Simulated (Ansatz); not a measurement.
**Ionic part of the dielectric constant of CaF$_{2}$ at 35 GPa, mode by mode**

The calculation used DFT LDA, scalar-relativistic, plane waves, PAW (Ansatz). Cutoff 420 eV, 8×8×8 k-points (Γ-centred), fixed occupations. No spin polarisation. Phonons by linear response, acoustic sum rule imposed.

The structure is cubic, space group Fm-3m (No. 225). Conventional cell: a = 4.961 Å, b = 4.961 Å, c = 4.961 Å, α = 90.00°, β = 90.00°, γ = 90.00°. Ca (site symmetry m-3m) is surrounded by 8 F at 2.15 Å. Around F (site symmetry -43m) lie 4 Ca at 2.15 Å.

The real crystal has changed phase below this pressure.

The primitive cell has V = 30.52 Å³ and ε∞,yy = 2.541. Each polar mode adds Δε = (4.92064×10⁷/V)·S/ν² along y, with S its oscillator strength in e²/amu, ν in cm⁻¹ and V in Å³.

Q: From these modes, find each Δε and ε0,yy.
| ν (cm⁻¹) | S_yy (e²/amu) |
| --- | --- |
| 439.0 | 0.31 |

A:
```csv
ν (cm⁻¹),Δε
439.0,2.59
```

The sum is 2.592, so ε0,yy = 5.13; the run's tensor has 5.13.

Q: Where do the longitudinal modes lie for a wave vector along y?

A: At 624 cm⁻¹. The Lyddane–Sachs–Teller product Π(ν_LO/ν_TO)² = 2.02 matches ε0/ε∞ = 2.02.

Cost: 1 run of about 0.29 core-minutes, on Intel Xeon Platinum 8375C (Ice Lake) (shared hosts).

The lattice contributes 2.59 to the static dielectric constant of 5.13, slightly more than half, and all of it comes from one polar mode at 439.0 cm⁻¹. This follows from the fluorite structure: its only infrared-active optical vibration is the triply degenerate motion of the Ca sublattice against the two F sublattices, and cubic symmetry makes the response the same along every axis.

The oscillator strength, taken with the reduced mass of this motion, implies a Born effective charge on Ca somewhat above the formal 2+. The bonding is thus strongly ionic, with some additional dynamic charge transfer, probably through mixing of F 2p with empty Ca 3d states. The macroscopic field of these charges, screened only by the electrons, lifts the longitudinal mode to 624 cm⁻¹. With a single polar mode, the Lyddane–Sachs–Teller agreement tests internal consistency, not accuracy against experiment. One volume alone cannot show how far compression alters the ionic response through mode stiffening or through changes in the effective charges.
